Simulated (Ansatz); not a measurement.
Li3N:
```cif
data_Li3N
_chemical_formula_sum 'Li3 N1'
_space_group_name_H-M_alt 'P6/mmm'
_space_group_IT_number 191
_space_group_name_Hall '-P 6 2'
_cell_length_a 3.54324
_cell_length_b 3.54324
_cell_length_c 3.78630
_cell_angle_alpha 90.000
_cell_angle_beta 90.000
_cell_angle_gamma 120.000
loop_
_atom_site_label
_atom_site_type_symbol
_atom_site_symmetry_multiplicity
_atom_site_Wyckoff_symbol
_atom_site_fract_x
_atom_site_fract_y
_atom_site_fract_z
_atom_site_occupancy
Li1 Li 1 b 0.00000 0.00000 0.50000 1
Li2 Li 2 c 0.33333 0.66667 0.00000 1
N1 N 1 a 0.00000 0.00000 0.00000 1
```

Relaxed with LDA.

Problem. Give the optical modes at the zone centre with their infrared and Raman activity from DFPT, the program Ansatz at the LDA level (PAW).

Solution. Transverse frequencies, without the LO–TO term; a row sums one degenerate level.

| ω (cm⁻¹) | degeneracy | IR ((D/Å)²/amu) | Raman (Å⁴/amu) | activity | symmetry |
|---|---|---|---|---|---|
| 74i | 1 | 0.00 | 0 | silent | B1g |
| 323 | 2 | 12.37 | 0 | IR | E1u |
| 455 | 2 | 30.32 | 0 | IR | E1u |
| 508 | 1 | 2.30 | 0 | IR | A2u |
| 651 | 2 | 0.00 | 0.96 | Raman | E2g |
| 710 | 1 | 8.68 | 0 | IR | A2u |

Problem. How high does the top mode go among those that the LO–TO term moves?

Solution. 611 cm⁻¹ for q along x, 611 cm⁻¹ for q along y, 769 cm⁻¹ for q along z.

The LDA relaxation kept the symmetry of its start. At this level the phase is dynamically unstable (imaginary phonons).

Potentials: the later of the program's two PAW sets.
